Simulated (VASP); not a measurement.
# AlP (F-43m) in VASP: notebook

Aim: see how the results for AlP move with the level of theory and the settings. Levels: PBEsol, HSE06. Tasks: single point.

Everything below comes from runs of VASP 6.6.1. Logs are shortened: lines on timing, memory, paths and dates and some standing lists are left out, and cuts for length are marked.

**Measured values to compare with.**

A printed reference work, data compilation reports, for a bulk crystal of AlP at 4.2 K: band gap 2.505 eV (indirect).

The results are compared with them further down.

## (1) Starting point

Symmetry: F-43m, No. 216, cubic system. Conventional cell: a = 5.479 Å, b = 5.479 Å, c = 5.479 Å, α = 90.00°, β = 90.00°, γ = 90.00°. Al (site symmetry -43m) is surrounded by 4 P at 2.37 Å. Around P (site symmetry -43m) lie 4 Al at 2.37 Å.

## (2) Single point, PBEsol

Input file INCAR:

```
PREC = Accurate
ENCUT = 520
EDIFF = 1E-6
ISMEAR = 0
SIGMA = 0.01
LREAL = False
LASPH = True
NELM = 60
ALGO = Normal
ISIF = 2
LWAVE = False
LCHARG = False
GGA = PS
NBANDS = 11
```

Input file KPOINTS:

```
Automatic mesh
0
Gamma
  6 6 6
```

Input file POSCAR:

```
AlP
1.0
    0.0000000000      2.7392607939      2.7392607939
    2.7392607939      0.0000000000      2.7392607939
    2.7392607939      2.7392607939      0.0000000000
Al P
1 1
Direct
    0.0000000000      0.0000000000      0.0000000000
    0.2500000000      0.2500000000      0.2500000000
```

Potentials or basis: VASP PAW PBE potentials, release 64 (Al, P).

Run with:

```bash
cat potpaw_PBE.64/Al/POTCAR potpaw_PBE.64/P/POTCAR > POTCAR
mpirun -np 1 vasp_std > vasp.out
```

OUTCAR:

```text
PREC = Accurate
   ENCUT = 520
   EDIFF = 1E-6
   ISMEAR = 0
   LREAL = False
   LASPH = True
   NELM = 60
   ISIF = 2
   GGA = PS

 ion  position               nearest neighbor table
   1  0.000  0.000  0.000-   2 2.37   2 2.37   2 2.37   2 2.37
   2  0.250  0.250  0.250-   1 2.37   1 2.37   1 2.37   1 2.37

  LATTYP: Found a face centered cubic cell.
 ALAT       =     5.4785215878

  Lattice vectors:

 A1 = (   0.0000000000,   2.7392607939,   2.7392607939)
 A2 = (   2.7392607939,   0.0000000000,   2.7392607939)
 A3 = (   2.7392607939,   2.7392607939,   0.0000000000)

Analysis of symmetry for initial positions (statically):
=====================================================================
 Subroutine PRICEL returns:
 Original cell was already a primitive cell.

 Routine SETGRP: Setting up the symmetry group for a
 face centered cubic supercell.

 Subroutine GETGRP returns: Found 24 space group operations
 (whereof 24 operations were pure point group operations)
 out of a pool of 48 trial point group operations.

The static configuration has the point symmetry T_d .

Analysis of symmetry for dynamics (positions and initial velocities):
=====================================================================
 Subroutine PRICEL returns:
 Original cell was already a primitive cell.

 Routine SETGRP: Setting up the symmetry group for a
 face centered cubic supercell.

 Subroutine GETGRP returns: Found 24 space group operations
 (whereof 24 operations were pure point group operations)
 out of a pool of 48 trial point group operations.

The dynamic configuration has the point symmetry T_d .

 Subroutine INISYM returns: Found 24 space group operations
 (whereof 24 operations are pure point group operations),
 and found     1 'primitive' translations

----------------------------------------------------------------------------------------

                                     Primitive cell

  volume of cell :      41.1084

  direct lattice vectors                    reciprocal lattice vectors
     0.000000000  2.739260794  2.739260794    -0.182530996  0.182530996  0.182530996
     2.739260794  0.000000000  2.739260794     0.182530996 -0.182530996  0.182530996
     2.739260794  2.739260794  0.000000000     0.182530996  0.182530996 -0.182530996

  length of vectors
     3.873899766  3.873899766  3.873899766     0.316152958  0.316152958  0.316152958

[... 78 lines left out ...]
   ISYM   =      2    0-nonsym 1-usesym 2-fastsym
   POTIM  = 0.5000    time-step for ionic-motion
   TEBEG  =    0.0;   TEEND  =   0.0 temperature during run
   PSTRESS=    0.0 pullay stress
   NELECT =       8.0000    total number of electrons
   NUPDOWN=      -1.0000    fix difference up-down
   EMIN   =  10.00;   EMAX   =-10.00  energy-range for DOS
   EFERMI =   0.00;   METHOD = LEGACY
   ISMEAR =     0;   SIGMA  =   0.01  broadening in eV -4-tet -1-fermi 0-gaus
   EFERMI_NEDOS =   21; number of points for ismear=-14 and -15
   IALGO  =     38    algorithm
   IMIX   =      4    mixing-type and parameters
     AMIX     =   0.40;   BMIX     =  1.00
     AMIX_MAG =   1.60;   BMIX_MAG =  1.00
  volume/ion in A,a.u.               =      20.55       138.71
  Fermi-wavevector in a.u.,A,eV,Ry     =   0.948698  1.792780 12.245630  0.900028
  Thomas-Fermi vector in A             =   2.076911
   LORBIT       =      0    0 simple, 1 ext, 2 COOP (PROOUT), +10 PAW based schemes
   GGA     = PS    functional components
   LHFCALC =     F    Hartree Fock is set to
   AEXX    =    0.0000 exact exchange contribution
   IVDW    =     0    specifies the selected vdW correction
   LEPSILON=     F    determine dielectric tensor
   LRPA    =     F    only Hartree local field effects (RPA)
 non-spin polarized calculation
 Gauss-broadening in eV      SIGMA  =   0.01
  energy-cutoff  :      520.00
  volume of cell :       41.11
 maximum number of plane-waves:      1125
 NGX is ok and might be reduce to    30
   NGX = 15   NGY = 15   NGZ = 15

 number of electron       7.9999999 magnetization

 Free energy of the ion-electron system (eV)
  ---------------------------------------------------
  ext. energy  EPLUGINS =         0.00000000
  ---------------------------------------------------
  free energy    TOTEN  =       -10.98682979 eV

  energy without entropy =      -10.98682979  energy(sigma->0) =      -10.98682979

 E-fermi :   4.5109     XC(G=0):  -9.3243

 val. band max:        4.4475279100   @ k =   0.0000   0.0000   0.0000
 cond. band min:       5.9019493595   @ k =   0.5000   0.5000   0.0000
 fundamental gap:      1.4544214495
 Fermi energy:         4.5108527635

 k-point     1 :       0.0000    0.0000    0.0000
  band No.  band energies     occupation
      1      -7.0226      2.00000
      2       4.4475      2.00000
      3       4.4475      2.00000
      4       4.4475      2.00000
      5       7.5643      0.00000
      6       8.9421      0.00000
      7       8.9421      0.00000
      8       8.9421      0.00000
      9      13.2352      0.00000
     10      13.2352      0.00000
     11      14.4685      0.00000
[... 197 lines left out ...]
 k-point    16 :      -0.3333    0.5000    0.1667
  band No.  band energies     occupation
      1      -4.6520      2.00000
      2      -0.5918      2.00000
      3       1.5266      2.00000
      4       1.7651      2.00000
      5       7.6532      0.00000
      6       8.6675      0.00000
      7      11.9802      0.00000
      8      12.3505      0.00000
      9      15.5312      0.00000
     10      16.3489      0.00000
     11      17.5407      0.00000

------------------------ aborting loop because EDIFF is reached ----------------------------------------

  FORCE on cell =-STRESS in cart. coord.  units (eV):
  Direction    XX          YY          ZZ          XY          YZ          ZX
  --------------------------------------------------------------------------------------
  -------------------------------------------------------------------------------------
  Total       -0.0790090     -0.0790090     -0.0790090     -0.0000000      0.0000000      0.0000000
  in kB       -3.0793336     -3.0793336     -3.0793336     -0.0000000      0.0000000      0.0000000
  external PRESSURE =      -3.0793336 kB  Pullay stress =       0.0000000 kB

 VOLUME and BASIS-vectors are now :
 -----------------------------------------------------------------------------
  energy-cutoff  :      520.00
  volume of cell :       41.11
      direct lattice vectors                 reciprocal lattice vectors
     0.000000000  2.739260794  2.739260794    -0.182530996  0.182530996  0.182530996
     2.739260794  0.000000000  2.739260794     0.182530996 -0.182530996  0.182530996
     2.739260794  2.739260794  0.000000000     0.182530996  0.182530996 -0.182530996

 POSITION                                       TOTAL-FORCE (eV/Angst)
 -----------------------------------------------------------------------------------
      0.00000      0.00000      0.00000        -0.000000     -0.000000     -0.000000
      1.36963      1.36963      1.36963         0.000000      0.000000      0.000000
 -----------------------------------------------------------------------------------
    total drift:                               -0.000000     -0.000000     -0.000000

  FREE ENERGIE OF THE ION-ELECTRON SYSTEM (eV)
  ---------------------------------------------------
  free  energy   TOTEN  =       -10.9868297932 eV

  energy  without entropy=      -10.9868297932  energy(sigma->0) =      -10.98682979
```

Run time: 9.4 s. Hardware: 1 thread of AMD EPYC 7R43 (Zen 3), shared host; peak memory 0.12 GiB.

Results:

```
Free energy            : -10.9868 eV
Pressure               : -0.3 GPa
Band gap on the k mesh : 1.45 eV, indirect (least direct gap 3.12 eV)
```

Levels at points of the mesh, in eV from the valence-band top:
```csv
k point,band 1,band 2,band 3,band 4,band 5,band 6,band 7,band 8,band 9
"(0.00, 0.00, 0.00)",-11.47,0.00,0.00,0.00,3.12,4.49,4.49,4.49,8.79
"(0.50, 0.00, 0.00)",-9.80,-5.54,-0.76,-0.76,2.69,4.74,4.74,8.05,11.48
"(0.50, 0.50, 0.00)",-9.14,-5.31,-2.10,-2.10,1.45,2.37,10.90,10.90,11.84
```

Caveat: the PAW data sets were made with another functional, which shifts forces and pressure a little.

## (3) Single point, HSE06

POSCAR is that of step 2.

Input file INCAR.step1:

```
SYSTEM = AlP
PREC = Accurate
ENCUT = 520
EDIFF = 1E-5
ISMEAR = 0
SIGMA = 0.01
LREAL = .FALSE.
LASPH = .TRUE.
NELM = 100
ALGO = Normal
ISIF = 2
LWAVE = .TRUE.
GGA = PE
NBANDS = 11
```

Input file INCAR.step2:

```
SYSTEM = AlP
PREC = Accurate
ENCUT = 520
EDIFF = 1E-6
ISMEAR = 0
SIGMA = 0.01
LREAL = .FALSE.
LASPH = .TRUE.
NELM = 100
ALGO = Normal
ISIF = 2
LWAVE = .FALSE.
LCHARG = .TRUE.
GGA = PE
LHFCALC = .TRUE.
HFSCREEN = 0.2079
PRECFOCK = Normal
LELF = .TRUE.
LVHAR = .TRUE.
ISTART = 1
NBANDS = 11
```

Input file KPOINTS:

```
regular mesh
0
G
  4 4 4
  0 0 0
```

Potentials or basis: VASP PAW PBE potentials, release 64 (Al, P).

Run with:

```bash
cat potpaw_PBE.64/Al/POTCAR potpaw_PBE.64/P/POTCAR > POTCAR
cp INCAR.step1 INCAR
mpirun -np 1 vasp_std > vasp.out
cp INCAR.step2 INCAR
mpirun -np 1 vasp_std > vasp.out
```

Wall time 2 min (1 thread of AMD EPYC 7R43 (Zen 3), shared host); peak memory 0.22 GiB.

The run converged. Its results:

```yaml
Free_energy: -11.9207 eV
Pressure: 0.0 GPa
Band_gap_on_the_k_mesh: 2.30 eV, indirect (least direct gap 4.16 eV)
```

Levels at points of the mesh, in eV from the valence-band top:
```csv
k point,band 1,band 2,band 3,band 4,band 5,band 6,band 7,band 8
"(0.00, 0.00, 0.00)",-12.69,0.00,0.00,0.00,4.16,5.48,5.48,5.48
"(0.50, 0.00, 0.00)",-10.85,-6.05,-0.84,-0.84,3.63,5.75,5.75,9.28
"(0.50, 0.50, 0.00)",-10.12,-5.82,-2.30,-2.30,2.30,3.24,12.39,12.39
```

Caveat: the k mesh is coarse (spacing up to 0.50 Å⁻¹), so the values aren't converged, least of all with exact exchange; the PAW data sets were made with another functional, which shifts forces and pressure a little. A k mesh can miss the band edges.

## (4) Single point, HSE06

POSCAR is that of step 3.

Input file INCAR.step1:

```
SYSTEM = AlP
PREC     = Accurate       ! precision mode
ENCUT    = 520            ! plane-wave cutoff, eV
EDIFF    = 1E-5           ! SCF threshold, eV
ISMEAR   = 0              ! smearing method
SIGMA    = 0.01           ! smearing width, eV
LREAL    = .False.        ! projectors in reciprocal space
LASPH    = .True.         ! aspherical terms in the spheres
NELM     = 80             ! most SCF steps
ALGO     = Normal         ! electronic algorithm
ISIF     = 2              ! what is computed and relaxed
LWAVE    = .True.         ! write WAVECAR
LCHARG   = .False.        ! write CHGCAR
GGA      = PE             ! functional
NBANDS   = 11             ! bands
```

Input file INCAR.step2:

```
SYSTEM = AlP
PREC     = Accurate       ! precision mode
ENCUT    = 520            ! plane-wave cutoff, eV
EDIFF    = 1E-6           ! SCF threshold, eV
ISMEAR   = 0              ! smearing method
SIGMA    = 0.01           ! smearing width, eV
LREAL    = .False.        ! projectors in reciprocal space
LASPH    = .True.         ! aspherical terms in the spheres
NELM     = 80             ! most SCF steps
ALGO     = Normal         ! electronic algorithm
ISIF     = 2              ! what is computed and relaxed
LWAVE    = .False.        ! write WAVECAR
LCHARG   = .False.        ! write CHGCAR
GGA      = PE             ! functional
LHFCALC  = .True.         ! exact exchange
HFSCREEN = 0.2079         ! screening, 1/A
PRECFOCK = Normal       
ISTART   = 1            
NBANDS   = 11             ! bands
```

Input file KPOINTS:

```
regular mesh
0
Gamma
  4 4 4
  0 0 0
```

Run with:

```bash
cat potpaw_PBE.64/Al/POTCAR potpaw_PBE.64/P/POTCAR > POTCAR
cp INCAR.step1 INCAR
mpirun -np 1 vasp_std > vasp.out
cp INCAR.step2 INCAR
mpirun -np 1 vasp_std > vasp.out
```

It took 2.2 min on 1 thread of AMD EPYC 7R43 (Zen 3), shared host; peak memory 0.22 GiB.

It converged, with:

- Free energy: -11.9207 eV
- Pressure: 0.0 GPa
- Band gap on the k mesh: 2.30 eV, indirect (least direct gap 4.16 eV)

Levels at points of the mesh, in eV from the valence-band top:
| k point | band 1 | band 2 | band 3 | band 4 | band 5 | band 6 | band 7 | band 8 | band 9 |
| --- | --- | --- | --- | --- | --- | --- | --- | --- | --- |
| (0.00, 0.00, 0.00) | -12.69 | 0.00 | 0.00 | 0.00 | 4.16 | 5.48 | 5.48 | 5.48 | 10.00 |
| (0.50, 0.00, 0.00) | -10.85 | -6.05 | -0.84 | -0.84 | 3.63 | 5.75 | 5.75 | 9.28 | 12.85 |
| (0.50, 0.50, 0.00) | -10.12 | -5.82 | -2.30 | -2.30 | 2.30 | 3.24 | 12.39 | 12.39 | 13.37 |

Caveat: the k mesh is coarse (spacing up to 0.50 Å⁻¹), so the values aren't converged, least of all with exact exchange; the PAW data sets were made with another functional, which shifts forces and pressure a little.

## (5) Single point, PBEsol

Input file INCAR:

```
  PREC = Accurate
  ENCUT = 520
  EDIFF = 1E-7
  ISMEAR = 0
  SIGMA = 0.01
  LREAL = False
  LASPH = True
  NELM = 100
  ALGO = Normal
  ISIF = 2
  LWAVE = False
  LCHARG = False
  GGA = PS
  NBANDS = 11
```

Input file KPOINTS:

```
regular mesh
0
Gamma
  6 6 6
```

POSCAR is that of step 4.

Run with:

```bash
cat potpaw_PBE.64/Al/POTCAR potpaw_PBE.64/P/POTCAR > POTCAR
mpirun -np 1 vasp_std > vasp.out
```

Run time: 13 s. Hardware: 1 thread of AMD EPYC 7R43 (Zen 3), shared host; peak memory 0.12 GiB.

Results (log left out):

```
Free energy            : -10.9868 eV
Pressure               : -0.3 GPa
Band gap on the k mesh : 1.45 eV, indirect (least direct gap 3.12 eV)
```

Levels at points of the mesh, in eV from the valence-band top:
```tsv
k point	band 2	band 3	band 4	band 5	band 6	band 7
(0.00, 0.00, 0.00)	0.00	0.00	0.00	3.12	4.49	4.49
(0.50, 0.00, 0.00)	-5.54	-0.76	-0.76	2.69	4.74	4.74
(0.50, 0.50, 0.00)	-5.31	-2.10	-2.10	1.45	2.37	10.90
```

Caveat: the PAW data sets were made with another functional, which shifts forces and pressure a little.

## (6) Comparison with measurements

Step 2. Against the measured gap of AlP, 2.505 eV (indirect; 4.2 K; a printed reference work, data compilation), the calculated 1.45 eV is off by -1.05 eV. The value is that of PBEsol on a finite k mesh, which can miss the band edges, without temperature or zero-point motion. Semilocal functionals fall short of measured gaps as a rule.

Step 5. Against the measured gap of AlP, 2.505 eV (indirect; 4.2 K; a printed reference work, data compilation), the calculated 1.45 eV is off by -1.05 eV. The value is that of PBEsol on a finite k mesh, which can miss the band edges, without temperature or zero-point motion. Semilocal functionals fall short of measured gaps as a rule.
